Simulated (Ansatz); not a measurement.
Base system: RuO2 in the rutile structure (space group P4_2/mnm, No. 136; a = 4.466 Å, c = 3.092 Å). Axes: x, y, z lie along a, b, c of the conventional cell.

Computed with plane-wave PAW DFT at the PBEsol level (Ansatz, a first-principles code, 420 eV), no spin-orbit coupling.

Base values:

| Quantity | Result |
|---|---|
| Shortest interatomic distance | 1.933 Å |
| Band gap | zero |

Perturbation: uniaxial stress, 1 GPa tension along x, with the cell and atoms free to relax against it.

Q: How does this affect the energy relative to the base?

A: The energy goes up by 0.4 meV/atom.

Q: What happens to the shortest interatomic distance?

A: The shortest interatomic distance is nearly the same (1.933 Å against 1.935 Å).

Q: What does the calculation give for the band gap after the change?

A: The band gap is still zero.

Without a gap, meshes like the base's 11×11×15 leave anisotropic stresses uncertain by several tenths of a GPa, and small strain energies with them. Load acts through the strain it causes; cell and atoms are relaxed under it. Stability under load was not tested beyond the relaxation. No Hubbard U is applied, and correlation can decide whether such a compound is a metal. The final runs are not spin-polarised.
